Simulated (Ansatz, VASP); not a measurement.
# One calculation of TaN, two programs

File INCAR:

```
PREC = Accurate ; ENCUT = 520
EDIFF = 1E-6 ; ISMEAR = -1
SIGMA = 0.02 ; LREAL = False
LASPH = True ; NELM = 100
ALGO = Normal ; ISIF = 2
LWAVE = False ; LCHARG = True
GGA = PE ; LELF = True
LVHAR = True ; NBANDS = 15
```

File KPOINTS:

```
Automatic mesh
0
Gamma
  12 12 10
```

The input POSCAR:

```
TaN
1.0
    2.9083200731      0.0000000000      0.0000000000
   -1.4541600366      2.5186790657      0.0000000000
    0.0000000000      0.0000000000      2.8538767967
Ta N
1 1
Direct
    0.3333333333      0.6666666667      0.5000000000
    0.0000000000      0.0000000000      0.0000000000
```

Input for Ansatz:

```yaml
crystal:
  lattice:
    - [2.9083200731, 0.0, 0.0]
    - [-1.4541600366, 2.5186790657, 0.0]
    - [0.0, 0.0, 2.8538767967]
  atoms:
    - { symbol: Ta, position: [0.3333333333, 0.6666666667, 0.5] }
    - { symbol: "N", position: [0.0, 0.0, 0.0] }
kpoints:
  mp_grid: { grid: [12, 12, 10] }
scf:
  occupations: { method: fermi_dirac, width: 0.02 }
hamiltonian:
  xc: pbe
  pseudopotentials: { kind: all_electron, lapw: { basis_error: 0.0005 } }
output:
  forces: true
  stress: true
  eigenvalues: true
```

Change from the starting cell: volume scaled by 0.97.

Alike in both runs: task single point; functional PBE; k mesh 12 × 12 × 10; occupations fermi-dirac, width 0.02 eV; no spin polarisation.

```csv
,VASP,Ansatz
version,VASP 6.6.1,Ansatz 0.2.0
potentials or method,"VASP PAW PBE potentials, release 64 (Ta_pv, N)","all-electron LAPW, scalar-relativistic"
plane-wave cutoff (eV),520,see its input
```

```csv
,VASP,Ansatz,Ansatz less VASP
pressure (GPa),17.2,16.4,-0.78
largest component of the traceless stress (GPa),1.75,1.61,-0.138
```

Ansatz ran all-electron here, so the differences hold the error of VASP's frozen core and of both bases.

Caveats: so large a pressure means that the cell lies far from this level's equilibrium, or that cutoff or potentials fall short (VASP). Spin-orbit coupling is left out, which matters for the levels of Ta.
